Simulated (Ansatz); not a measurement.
Ru: pressure against volume scale

Results calculated with Ansatz 0.2.0, not measured. Periodic Kohn-Sham DFT of a crystal at fixed atoms, scaled to volume_scale times the given cell; pressure positive in compression, energy less spherical unpolarised free atoms, largest_vzz the field gradient of largest size among the nuclei.

The cell before it is scaled or strained (space group P6_3/mmc, No. 194):
```
CELL_PARAMETERS angstrom
2.70580 0.00000 0.00000
-1.35290 2.34330 0.00000
0.00000 0.00000 4.28190
ATOMIC_POSITIONS crystal
Ru 0.33333 0.66667 0.25000
Ru 0.66667 0.33333 0.75000
```

Settings of every row: method all-electron PAW; functional PBE; relativity scalar; k mesh 14x14x8; filling fermi-dirac; smearing width 0.03 eV; nucleus gaussian.

Atom start moment: 0 on all atoms.

Limits: field gradient without spin-orbit coupling on heavy atoms; no gap: field gradients move with the k mesh.

| row | volume scale | V (Å³/atom) | pressure (GPa) | largest V_zz (1e21 V/m^2) |
| --- | --- | --- | --- | --- |
| 1 | 0.94 | 12.76 | 28.421 | -1.172 |
| 2 | 0.98 | 13.303 | 11.571 | -1.067 |
| 3 | 0.99 | 13.439 | 7.929 | -1.041 |
| 4 | 1.01 | 13.71 | ? | ? |
| 5 | 1.02 | 13.846 | -1.819 | -0.968 |

Question: what pressure should row 4 give?

Worked fit of pressure. Take u = (V_r/V)^(2/3) − 1 with V_r = 13.371 Å³ an atom, which is twice the finite (Eulerian) strain; such expansions in the strain, on which the Birch-Murnaghan equation of state is built, carry the rest volume and the bulk modulus. The shown rows have u = 0.03167, 0.0034, -0.00338, -0.023. Least squares give pressure = 9.7258 + 539.086 × u + 1616.95 × u² GPa; a straight line predicts inner rows, each left out in turn, worse (root mean square 0.78 against 0.014 GPa). The rows lie off it by 0.001, -0.006, 0.007, -0.001 (root mean square 0.0047 GPa). The pressure vanishes at u = -0.0191, or V = 13.76 Å³ an atom, and there the bulk modulus at fixed shape and fractions is B = −V dP/dV = (2/3)(1 + u) dP/du = 312 GPa. Letting shape and atoms relax would as a rule lower it, by much in layered, chain or molecular crystals. The withheld row has u = -0.01655, so the fit gives 9.7258 + 539.086 × (-0.01655) + 1616.95 × (-0.01655)² = 1.247 GPa.

The calculation gave 1.245 GPa. The fit lies 0.002 GPa (0.0066 % of the column's range) above it; its largest miss of a shown row is 0.007 GPa.

The other values of row 4: largest V_zz -0.992 1e21 V/m^2.
